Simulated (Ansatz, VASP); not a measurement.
# ZnSe (Stilleite) in VASP and in Ansatz

File INCAR:

```
PREC = Accurate ; ENCUT = 520
EDIFF = 1E-6 ; ISMEAR = 0
SIGMA = 0.026000000000000002 ; LREAL = False
LASPH = True ; NELM = 80
ALGO = Normal ; ISIF = 2
LWAVE = False ; LCHARG = False
GGA = PE ; NBANDS = 16
```

Contents of KPOINTS:

```
regular mesh
0
Gamma
  8 8 8
```

The input POSCAR:

```
ZnSe
1.0
    0.0000000000      2.8338000000      2.8338000000
    2.8338000000      0.0000000000      2.8338000000
    2.8338000000      2.8338000000      0.0000000000
Se Zn
1 1
Direct
    0.7500000000      0.7500000000      0.7500000000
    0.0000000000      0.0000000000      0.0000000000
```

Contents of input.yaml:

```yaml
crystal:
  lattice:
    - [0.0, 2.8338, 2.8338]
    - [2.8338, 0.0, 2.8338]
    - [2.8338, 2.8338, 0.0]
  atoms:
    - { symbol: Se, position: [0.75, 0.75, 0.75] }
    - { symbol: Zn, position: [0.0, 0.0, 0.0] }
hamiltonian:
  xc: pbe
  pseudopotentials: { kind: paw }
kpoints:
  mp_grid: { grid: [8, 8, 8] }
scf:
  occupations: { method: gaussian, width: 0.026 }
output:
  forces: true
  stress: true
  eigenvalues: true
  write_density: true
  write_potential: true
  elf: true
  volumetric_format: npy
```

Alike in both runs: task single point; functional PBE; k mesh 8 × 8 × 8; occupations gaussian, width 0.026 eV; no spin polarisation.

```csv
,VASP,Ansatz
version,VASP 6.6.1,Ansatz 0.2.0
potentials or method,"VASP PAW PBE potentials, release 64 (Se, Zn)",Ansatz PAW
plane-wave cutoff (eV),520,420
valence electrons in the cell,18,28
```

|  | VASP | Ansatz | Ansatz less VASP |
| --- | --- | --- | --- |
| gap on the k mesh at the Fermi level (eV) | 1.29 | 1.29 | -0.002 |
| least direct gap on the mesh (eV) | 1.29 | 1.29 | -0.002 |
| pressure (GPa) | 2.3 | 2.1 | -0.24 |

The two sets of potentials don't hold the same shells in valence.

Expect the measured gap to be larger: semilocal functionals such as PBE lack the derivative discontinuity.
